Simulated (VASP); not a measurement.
# Sn (Fd-3m) in VASP: further runs, part 3 of 3

VASP 6.6.1. Earlier steps stand in the parts before.

## 5. Relaxation of the atoms, PBE

Contents of INCAR:

```
SYSTEM = Sn
ALGO = Fast
EDIFF = 1E-7
EDIFFG = -0.01
ENCUT = 300
GGA = PE
IBRION = 2
ISIF = 2
ISMEAR = 0
LASPH = .True.
LCHARG = .False.
LREAL = .False.
LWAVE = .False.
NELM = 80
NSW = 40
PREC = Accurate
SIGMA = 0.03
```

Contents of KPOINTS:

```
k-points
0
Gamma
  5 5 5
  0 0 0
```

Contents of POSCAR:

```
Sn                                      
1.0
    0.0000000000      3.3318684116      3.3318684116
    3.3318684116      0.0000000000      3.3318684116
    3.3318684116      3.3318684116      0.0000000000
  Sn            
     2
Direct
     0.0000000000000000    0.0000000000000000    0.0000000000000000
     0.2500000000000000    0.2500000000000000    0.2500000000000000
```

Potentials or basis: VASP PAW PBE potentials, release 64 (Sn).

The run is started by

```console
$ cat potpaw_PBE.64/Sn/POTCAR > POTCAR
$ mpirun -np 1 vasp_std > vasp.out
```

OUTCAR:

```text
SYSTEM = Sn
   EDIFF = 1E-7
   EDIFFG = -0.01
   ENCUT = 300
   GGA = PE
   IBRION = 2
   ISIF = 2
   ISMEAR = 0
   LASPH = .True.
   LREAL = .False.
   NELM = 80
   NSW = 40
   PREC = Accurate

 ion  position               nearest neighbor table
   1  0.000  0.000  0.000-   2 2.89   2 2.89   2 2.89   2 2.89
   2  0.250  0.250  0.250-   1 2.89   1 2.89   1 2.89   1 2.89

  LATTYP: Found a face centered cubic cell.
 ALAT       =     6.6637368232

  Lattice vectors:

 A1 = (   0.0000000000,   3.3318684116,   3.3318684116)
 A2 = (   3.3318684116,   0.0000000000,   3.3318684116)
 A3 = (   3.3318684116,   3.3318684116,   0.0000000000)

Analysis of symmetry for initial positions (statically):
=====================================================================
 Subroutine PRICEL returns:
 Original cell was already a primitive cell.

 Routine SETGRP: Setting up the symmetry group for a
 face centered cubic supercell.

 Subroutine GETGRP returns: Found 48 space group operations
 (whereof 24 operations were pure point group operations)
 out of a pool of 48 trial point group operations.

The static configuration has the point symmetry T_d .
 The point group associated with its full space group is O_h .

Analysis of symmetry for dynamics (positions and initial velocities):
=====================================================================
 Subroutine PRICEL returns:
 Original cell was already a primitive cell.

 Routine SETGRP: Setting up the symmetry group for a
 face centered cubic supercell.

 Subroutine GETGRP returns: Found 48 space group operations
 (whereof 24 operations were pure point group operations)
 out of a pool of 48 trial point group operations.

The dynamic configuration has the point symmetry T_d .
 The point group associated with its full space group is O_h .

 Subroutine INISYM returns: Found 48 space group operations
 (whereof 24 operations are pure point group operations),
 and found     1 'primitive' translations

----------------------------------------------------------------------------------------

                                     Primitive cell

  volume of cell :      73.9765

  direct lattice vectors                    reciprocal lattice vectors
     0.000000000  3.331868412  3.331868412    -0.150065950  0.150065950  0.150065950
     3.331868412  0.000000000  3.331868412     0.150065950 -0.150065950  0.150065950
     3.331868412  3.331868412  0.000000000     0.150065950  0.150065950 -0.150065950

  length of vectors
     4.711973496  4.711973496  4.711973496     0.259921851  0.259921851  0.259921851

  position of ions in fractional coordinates (direct lattice)
     0.000000000  0.000000000  0.000000000
     0.250000000  0.250000000  0.250000000

  ion indices of the primitive-cell ions
   primitive index   ion index
                 1           1
                 2           2

----------------------------------------------------------------------------------------

 KPOINTS: k-points

Automatic generation of k-mesh.
[... 25 lines left out ...]
  0.400000  0.000000  0.000000      8.000000
  0.200000  0.200000  0.000000      6.000000
  0.400000  0.200000  0.000000     24.000000
 -0.400000  0.200000  0.000000     24.000000
 -0.200000  0.200000  0.000000     12.000000
  0.400000  0.400000  0.000000      6.000000
 -0.400000  0.400000  0.000000     12.000000
 -0.400000  0.400000  0.200000     24.000000
   k-points           NKPTS =     10   k-points in BZ     NKDIM =     10   number of bands    NBANDS=      8
   number of dos      NEDOS =    301   number of ions     NIONS =      2
   total plane-waves  NPLWV =  21952
   dimension x,y,z NGX =    28 NGY =   28 NGZ =   28
   dimension x,y,z NGXF=    56 NGYF=   56 NGZF=   56
   ions per type =               2
   NGX,Y,Z   is equivalent  to a cutoff of   9.88,  9.88,  9.88 a.u.
   NGXF,Y,Z  is equivalent  to a cutoff of  19.76, 19.76, 19.76 a.u.
 SYSTEM =  Sn
   PREC   = accura    normal or accurate (medium, high low for compatibility)
   ISTART =      0    job   : 0-new  1-cont  2-samecut
   ICHARG =      2    charge: 1-file 2-atom 10-const
   ISPIN  =      1    spin polarized calculation?
   LNONCOLLINEAR =      F non collinear calculations
   LSORBIT =      F    spin-orbit coupling
   LASPH  =      T    aspherical Exc in radial PAW
   ENCUT  =  300.0 eV  22.05 Ry    4.70 a.u.   6.65  6.65  6.65*2*pi/ulx,y,z
   NELM   =     80;   NELMIN=  2; NELMDL= -5     # of ELM steps
   EDIFF  = 0.1E-06   stopping-criterion for ELM
   LREAL  =      F    real-space projection
   EDIFFG = -.1E-01   stopping-criterion for IOM
   NSW    =     40    number of steps for IOM
   IBRION =      2    ionic relax: 0-MD 1-quasi-New 2-CG
   NFREE  =      1    steps in history (QN), initial steepest desc. (CG)
   ISIF   =      2    stress and relaxation
   ISYM   =      2    0-nonsym 1-usesym 2-fastsym
   POTIM  = 0.5000    time-step for ionic-motion
   TEBEG  =    0.0;   TEEND  =   0.0 temperature during run
   PSTRESS=    0.0 pullay stress
   NELECT =       8.0000    total number of electrons
   NUPDOWN=      -1.0000    fix difference up-down
   EMIN   =  10.00;   EMAX   =-10.00  energy-range for DOS
   EFERMI =   0.00;   METHOD = LEGACY
   ISMEAR =     0;   SIGMA  =   0.03  broadening in eV -4-tet -1-fermi 0-gaus
   EFERMI_NEDOS =   21; number of points for ismear=-14 and -15
   IALGO  =     68    algorithm
   IMIX   =      4    mixing-type and parameters
     AMIX     =   0.40;   BMIX     =  1.00
     AMIX_MAG =   1.60;   BMIX_MAG =  1.00
  volume/ion in A,a.u.               =      36.99       249.61
  Fermi-wavevector in a.u.,A,eV,Ry     =   0.779962  1.473915  8.276986  0.608341
  Thomas-Fermi vector in A             =   1.883175
   LORBIT       =      0    0 simple, 1 ext, 2 COOP (PROOUT), +10 PAW based schemes
   GGA     = PE    functional components
   LHFCALC =     F    Hartree Fock is set to
   AEXX    =    0.0000 exact exchange contribution
   IVDW    =     0    specifies the selected vdW correction
   LEPSILON=     F    determine dielectric tensor
   LRPA    =     F    only Hartree local field effects (RPA)
 conjugate gradient relaxation of ions
 non-spin polarized calculation
 RMM-DIIS sequential band-by-band and
 Gauss-broadening in eV      SIGMA  =   0.03
  energy-cutoff  :      300.00
  volume of cell :       73.98
 maximum number of plane-waves:       893
   NGX = 13   NGY = 13   NGZ = 13

 number of electron       8.0000000 magnetization

 Free energy of the ion-electron system (eV)
  ---------------------------------------------------
  ext. energy  EPLUGINS =         0.00000000
  ---------------------------------------------------
  free energy    TOTEN  =        -7.59285995 eV

  energy without entropy =       -7.59199709  energy(sigma->0) =       -7.59242852

 E-fermi :   2.7791     XC(G=0):  -8.4090

 val. band max:        2.4522624330   @ k =   0.2000   0.0000   0.0000
 cond. band min:       2.7934558763   @ k =   0.4000   0.0000   0.0000
 fundamental gap:      0.3411934432
 Fermi energy:         2.7791477880

 k-point     1 :       0.0000    0.0000    0.0000
  band No.  band energies     occupation
      1      -7.2158      2.00000
      2       1.7389      2.00000
      3       2.9649      0.00000
      4       2.9649      0.00000
      5       2.9649      0.00000
      6       5.0185      0.00000
      7       5.0185      0.00000
      8       5.0185      0.00000
[... 89 lines left out ...]
 k-point    10 :      -0.4000    0.4000    0.2000
  band No.  band energies     occupation
      1      -5.1252      2.00000
      2      -3.5048      2.00000
      3       0.0229      2.00000
      4       0.7052      2.00000
      5       5.4567      0.00000
      6       5.6038      0.00000
      7       6.5988      0.00000
      8       8.5265      0.00000

------------------------ aborting loop because EDIFF is reached ----------------------------------------

  FORCE on cell =-STRESS in cart. coord.  units (eV):
  Direction    XX          YY          ZZ          XY          YZ          ZX
  --------------------------------------------------------------------------------------
  -------------------------------------------------------------------------------------
  Total        0.0047320      0.0047320      0.0047320      0.0000000      0.0000000      0.0000000
  in kB        0.1024856      0.1024856      0.1024856      0.0000000      0.0000000      0.0000000
  external PRESSURE =       0.1024856 kB  Pullay stress =       0.0000000 kB

 VOLUME and BASIS-vectors are now :
 -----------------------------------------------------------------------------
  energy-cutoff  :      300.00
  volume of cell :       73.98
      direct lattice vectors                 reciprocal lattice vectors
     0.000000000  3.331868412  3.331868412    -0.150065950  0.150065950  0.150065950
     3.331868412  0.000000000  3.331868412     0.150065950 -0.150065950  0.150065950
     3.331868412  3.331868412  0.000000000     0.150065950  0.150065950 -0.150065950

 POSITION                                       TOTAL-FORCE (eV/Angst)
 -----------------------------------------------------------------------------------
      0.00000      0.00000      0.00000        -0.000000      0.000000      0.000000
      1.66593      1.66593      1.66593         0.000000     -0.000000     -0.000000
 -----------------------------------------------------------------------------------
    total drift:                                0.000000      0.000000      0.000000

  FREE ENERGIE OF THE ION-ELECTRON SYSTEM (eV)
  ---------------------------------------------------
  free  energy   TOTEN  =        -7.5928599453 eV

  energy  without entropy=       -7.5919970898  energy(sigma->0) =       -7.59242852

 reached required accuracy - stopping structural energy minimisation
```

CONTCAR:

```text
Sn
   1.00000000000000
     0.0000000000000000    3.3318684115999999    3.3318684115999999
     3.3318684115999999    0.0000000000000000    3.3318684115999999
     3.3318684115999999    3.3318684115999999    0.0000000000000000
  Sn
     2
Direct
     0.0000000000000000    0.0000000000000000    0.0000000000000000
     0.2500000000000000    0.2500000000000000    0.2500000000000000

  0.00000000E+00  0.00000000E+00  0.00000000E+00
  0.00000000E+00  0.00000000E+00  0.00000000E+00
```

Run time: 9.2 s. Hardware: 1 thread of Intel Xeon Platinum 8488C (Sapphire Rapids), shared host; peak memory 0.15 GiB.

What came out:

```yaml
Free_energy: -7.5929 eV
Pressure_after_relaxing: 0.0 GPa
Band_gap_on_the_k_mesh: none (metal or under the smearing width)
```

Final structure:
```
CELL_PARAMETERS angstrom
0.00000 3.33187 3.33187
3.33187 0.00000 3.33187
3.33187 3.33187 0.00000
ATOMIC_POSITIONS crystal
Sn 0.00000 0.00000 0.00000
Sn 0.25000 0.25000 0.25000
```

Levels at points of the mesh, in eV from the Fermi level:
```tsv
k point	band 2	band 3	band 4	band 5	band 6	band 7
(0.00, 0.00, 0.00)	-1.04	0.19	0.19	0.19	2.24	2.24
```

Caveat: the relaxation stopped at its first step, so nothing moved.

## 6. Overview

| cell | gap on the mesh (eV) | pressure (GPa) |
| --- | --- | --- |
| atoms relaxed from: a relaxed cell with its volume scaled by 0.94 | none | 2.6 |
| atoms relaxed from: a relaxed cell with its volume scaled by 0.96 | none | 1.7 |
| atoms relaxed from: a relaxed cell with its volume scaled by 0.98 | none | 0.8 |
| atoms relaxed | none | 0.0 |

Alike in all rows: task relaxation of the atoms; level PBE; potentials or basis VASP PAW PBE potentials, release 64 (Sn); no spin polarisation; k mesh 5 × 5 × 5; cutoff (eV) 300; smearing gaussian 0.03 eV.

Caveats: the relaxation stopped at its first step, so nothing moved.

Absolute energies hang on the potentials; compare differences alone.
